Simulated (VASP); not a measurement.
# Hg: intraband terms of a metal's spectrum

Hg, P-1 (no. 2), 3 atoms in the cell. PBE, independent-particle dielectric function; PAW potentials Hg (PBE set).

## Input

INCAR.step1:
```
SYSTEM = Hg
PREC = Accurate
ENCUT = 280
ISMEAR = 1
SIGMA = 0.1
EDIFF = 1E-7
LASPH = .TRUE.
KPAR = 4
LWAVE = .FALSE.
LCHARG = .TRUE.
LMAXMIX = 4
```

INCAR.step2:
```
SYSTEM = Hg
PREC = Accurate
ENCUT = 280
ISMEAR = 0
SIGMA = 0.3
EDIFF = 1E-6
LASPH = .TRUE.
KPAR = 4
LWAVE = .TRUE.
LCHARG = .FALSE.
LMAXMIX = 4
ICHARG = 11
NBANDS = 40
NEDOS = 3000
OMEGAMAX = 30
CSHIFT = 0.1
```

INCAR.step3, as INCAR.step2 but for:
```
- LWAVE = .TRUE.
+ LWAVE = .FALSE.
+ LOPTICS = .TRUE.
+ ALGO = None
+ NELM = 1
+ ISTART = 1
```

INCAR.step4, as INCAR.step3 but for:
```
+ WPLASMAI = 0.03
```

INCAR.step5 to INCAR.step6 change the same tag again: WPLASMAI = 0.1, 0.3.

INCAR.step7, as INCAR.step6 but for:
```
- WPLASMAI = 0.3
+ RTIME = 20
```

INCAR.step8, as INCAR.step7 but for:
```
- RTIME = 20
+ RTIME = 1
```

INCAR.step9, as INCAR.step8 but for:
```
- RTIME = 1
+ LNABLA = .TRUE.
```

INCAR.step10, as INCAR.step9 but for:
```
- ISMEAR = 0
- LNABLA = .TRUE.
+ ISMEAR = -5
```

KPOINTS.step1:
```
k-points
0
Gamma
  9 9 4
```

KPOINTS.step2:
```
k-points
0
Gamma
  8 7 3
```

POSCAR:
```
Hg
1.0
    3.3205578694      0.0000000000      0.0000000000
   -1.4721436807      3.0761348998      0.0000000000
   -0.9583293978     -1.3972993748      8.1206091033
Hg
3
Direct
    0.0000000000      0.0000000000      0.0000000000
    0.4139298800      0.2585777100      0.6647421900
    0.5860701200      0.7414222900      0.3352578100
```

Commands (each step's output is kept before the next begins):
```
cat potpaw_PBE.64/Hg/POTCAR > POTCAR
cp INCAR.step1 INCAR
cp KPOINTS.step1 KPOINTS
mpirun -np 4 vasp_std > vasp.out
cp INCAR.step2 INCAR
cp KPOINTS.step2 KPOINTS
mpirun -np 4 vasp_std > vasp.out
cp INCAR.step3 INCAR
mpirun -np 4 vasp_std > vasp.out
cp INCAR.step4 INCAR
mpirun -np 4 vasp_std > vasp.out
cp INCAR.step5 INCAR
mpirun -np 4 vasp_std > vasp.out
cp INCAR.step6 INCAR
mpirun -np 4 vasp_std > vasp.out
cp INCAR.step7 INCAR
mpirun -np 4 vasp_std > vasp.out
cp INCAR.step8 INCAR
mpirun -np 4 vasp_std > vasp.out
cp INCAR.step9 INCAR
mpirun -np 4 vasp_std > vasp.out
cp INCAR.step10 INCAR
mpirun -np 4 vasp_std > vasp.out
```

## Result

- Direct gap on the mesh (eV): 0.61
- Gap on the mesh (eV): -0.64
- Bands: 40

One ground state, settings moved in the last step alone:

| Settings | Plasma frequency (eV) | Im ε at 0.5 eV | Im ε at 1 eV | Im ε at 2 eV | Im ε at 4 eV | Time (s) |
|---|---|---|---|---|---|---|
| interband part alone | 4.18 | 7.2 | 10.0 | 31.3 | 6.0 | 8 |
| Drude term, WPLASMAI 0.03 | 4.18 | 11.3 | 10.5 | 31.3 | 6.0 | 8 |
| Drude term, WPLASMAI 0.1 | 4.18 | 20.6 | 11.7 | 31.5 | 6.1 | 8 |
| Drude term, WPLASMAI 0.3 | 4.18 | 38.0 | 14.8 | 31.9 | 6.1 | 8 |
| relaxation time RTIME 20 fs | 4.18 | 11.8 | 10.6 | 31.3 | 6.1 | 8 |
| relaxation time RTIME 1 fs | 4.18 | 40.8 | 18.0 | 32.6 | 6.2 | 8 |
| transversal form (LNABLA) | 4.21 | 7.3 | 10.2 | 31.8 | 6.1 | 8 |
| tetrahedron method | – | – | – | – | – | no result |

Limits: Spin-orbit coupling is left out, which can matter with atoms this heavy.

VASP 6.6.1 took 90 s on 4 cores (Intel Xeon Platinum 8375C @ 2.90GHz (Ice Lake)), a shared host.
